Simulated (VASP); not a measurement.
Level of theory: PBE GGA, VASP's PBE PAW potentials (set 64) (plane waves; VASP).

VASP ran on this input.

### POSCAR
```
BeO
1
    1.3500000000    -2.3382690000     0.0000000000
    1.3500000000     2.3382690000     0.0000000000
    0.0000000000     0.0000000000     4.3800000000
Be O
2 2
Direct
  0.6666670000   0.3333330000   0.5000000000
  0.3333330000   0.6666670000   0.0000000000
  0.6666670000   0.3333330000   0.8780000000
  0.3333330000   0.6666670000   0.3780000000
```

**KPOINTS**
```
Automatic
0
G
  4 4 2
0 0 0
```

INCAR:
```
SYSTEM=BeO
PREC=Normal; ENCUT=500; LREAL=.FALSE.
LASPH=.TRUE.; NBANDS=128
EDIFF=1E-8; NELM=1; ALGO=Exact
ISMEAR=0; SIGMA=0.01
GGA=PE
LWAVE=.TRUE.; LCHARG=.FALSE.
LOPTICS=.TRUE.
```

POTCAR, in this order: Be_sv_GW O_GW_new (PBE.64 set). Program: vasp_std. Read from the step before: WAVECAR.

What VASP printed:

File OUTCAR:
```
 ion  position               nearest neighbor table
   1  0.667  0.333  0.500-   4 1.65   4 1.65   4 1.65   3 1.66
   2  0.333  0.667  0.000-   3 1.65   3 1.65   3 1.65   4 1.66
   3  0.667  0.333  0.878-   2 1.65   2 1.65   2 1.65   1 1.66
   4  0.333  0.667  0.378-   1 1.65   1 1.65   1 1.65   2 1.66
  LATTYP: Found a hexagonal cell.
 ALAT       =     2.7000003549
 C/A-ratio  =     1.6222220090
 Subroutine PRICEL returns:
 Original cell was already a primitive cell.
 Subroutine GETGRP returns: Found 12 space group operations
The static configuration has the point symmetry C_3v.
 The point group associated with its full space group is C_6v.
The dynamic configuration has the point symmetry C_3v.
 Subroutine INISYM returns: Found 12 space group operations
 Subroutine IBZKPT returns following result:
 Found      8 irreducible k-points:

 Following reciprocal coordinates:
            Coordinates               Weight
  0.000000  0.000000  0.000000      1.000000
  0.250000  0.000000  0.000000      6.000000
  0.500000  0.000000  0.000000      3.000000
  0.250000  0.250000  0.000000      6.000000
  0.000000  0.000000  0.500000      1.000000
  0.250000  0.000000  0.500000      6.000000
  0.500000  0.000000  0.500000      3.000000
  0.250000  0.250000  0.500000      6.000000
   k-points           NKPTS =      8   k-points in BZ     NKDIM =      8   number of bands    NBANDS=    128
   number of dos      NEDOS =    301   number of ions     NIONS =      4
   total plane-waves  NPLWV =   6144
   dimension x,y,z NGX =    16 NGY =   16 NGZ =   24
   dimension x,y,z NGXF=    32 NGYF=   32 NGZF=   48
   ions per type =               2   2
   PREC   = normal    normal or accurate (medium, high low for compatibility)
   ISTART =      1    job   : 0-new  1-cont  2-samecut
   ICHARG =      0    charge: 1-file 2-atom 10-const
   ISPIN  =      1    spin polarized calculation?
   LNONCOLLINEAR =      F non collinear calculations
   LSORBIT =      F    spin-orbit coupling
...
```

### OSZICAR
```
       N       E                     dE             d eps       ncg     rms          rms(c)
DIA:   1    -0.423812681073E+02   -0.42381E+02    0.00000E+00     0   0.000E+00
   1 F= -.42381268E+02 E0= -.42381268E+02  d E =-.121905E-15
 imaginary and real dielectric function
```

File OUTCAR:
```


 plasma frequency squared (from intraband transitions) (eV^2)
  --------------------------------------------------------------------------------------
       0.000      -0.000      -0.000
       0.000       0.000      -0.000
      -0.000      -0.000       0.000

 plasma frequency squared (from interband transitions, int dw w eps(2)(w)) (eV^2)
  --------------------------------------------------------------------------------------
     903.998       0.000      -0.000       0.000       0.000       0.000
       0.000      -0.000     903.998       0.000      -0.000      -0.000
       0.000      -0.000      -0.000       0.000     898.301       0.000
```
(Selected blocks of OUTCAR.)

### OUTCAR
```
 val. band max:        4.1148205034   @ k =   0.0000   0.0000   0.0000

 cond. band min:      11.7568462635   @ k =   0.0000   0.0000   0.0000



 k-point     1 :       0.0000    0.0000    0.0000
  band No.  band energies     occupation
      1     -92.7164      2.00000
      2     -92.6862      2.00000
      3     -14.5449      2.00000
      4     -12.7614      2.00000
      5      -2.1161      2.00000
      6       3.0892      2.00000
      7       3.0893      2.00000
      8       4.0698      2.00000
      9       4.0698      2.00000
     10       4.1148      2.00000
     11      11.7568      0.00000
     12      15.7489      0.00000
     13      18.3280      0.00000
     14      18.3286      0.00000
     15      18.9496      0.00000
     16      19.2606      0.00000
     17      20.4609      0.00000
     18      20.4614      0.00000
     19      27.6179      0.00000
     20      27.6443      0.00000
     21      27.6444      0.00000
     22      31.6808      0.00000
     23      31.6810      0.00000
     24      32.0913      0.00000
     25      35.1683      0.00000
     26      36.7798      0.00000
     27      39.1157      0.00000
     28      39.1157      0.00000
     29      41.9941      0.00000
     30      43.8832      0.00000
     31      43.8832      0.00000
     32      46.0328      0.00000
     33      46.1066      0.00000
     34      46.1069      0.00000
     35      51.2126      0.00000
     36      51.2127      0.00000
     37      53.9798      0.00000
     38      57.5100      0.00000
     39      57.5101      0.00000
     40      57.9338      0.00000
     41      59.0442      0.00000
     42      59.0442      0.00000
     43      64.2160      0.00000
     44      64.3486      0.00000
     45      70.3913      0.00000
     46      70.3918      0.00000
     47      71.7458      0.00000
     48      74.5812      0.00000
     49      74.5815      0.00000
     50      74.9633      0.00000
     51      74.9638      0.00000
     52      75.1998      0.00000
...
```

The density is held fixed in this step, so its total energy and stress have no physical meaning.

The compound is BeO in the wurtzite structure. The cell was not relaxed at this level. The k-mesh is coarse (spacing up to 0.72 per Å, 2π included), so the numbers may not be converged in it.
